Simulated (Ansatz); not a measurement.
# PbS (Fm-3m) under several functionals

**What was measured.**

A printed reference work, textbook reports, for a bulk crystal of PbS at 300 K: lattice constant a 5.9362 Å.

Plane-wave DFT in Ansatz with scalar-relativistic PAW potentials. The same structure was relaxed (cell and atoms, symmetry kept) in separate runs at each level. No spin polarisation.

Q: How do the levels PBE, PBE+D3(BJ), PBEsol compare?

A:
```csv
level,cutoff (eV),k mesh,V (Å³/atom),a (Å),gap (eV)
PBEsol,420,10×10×10,25.718,5.903,0.19
PBE+D3(BJ),420,10×10×10,26.122,5.934,0.36
PBE,420,10×10×10,27.122,6.009,0.49
```

The usual order of volumes, PBEsol < PBE, holds here (25.718, 27.122 Å³/atom). As a rule PBEsol, built on the gradient expansion of slowly varying densities, lies between LDA and PBE; PBE's stronger gradient term for exchange weakens bonds. Adding D3 to PBE changes the volume by -3.7 %; the term is attractive, so it pulls cells in. Each gap belongs to its own cell, so it mixes the functional's effect with that of the volume; gaps are the least found on the k mesh or on a band path.

For PBE: Measured lattice constant a of PbS: 5.9362 Å (300 K; a printed reference work, textbook). This calculation gives 6.009 Å (+1.2 %). The calculations are for 0 K without zero-point motion.

Spin-orbit coupling is left out, which matters for the bands of heavy elements. An atom lies near a switch of its D3 coefficient C6 between reference coordination numbers, so the dispersion energy changes steeply there and can make or shift the minimum.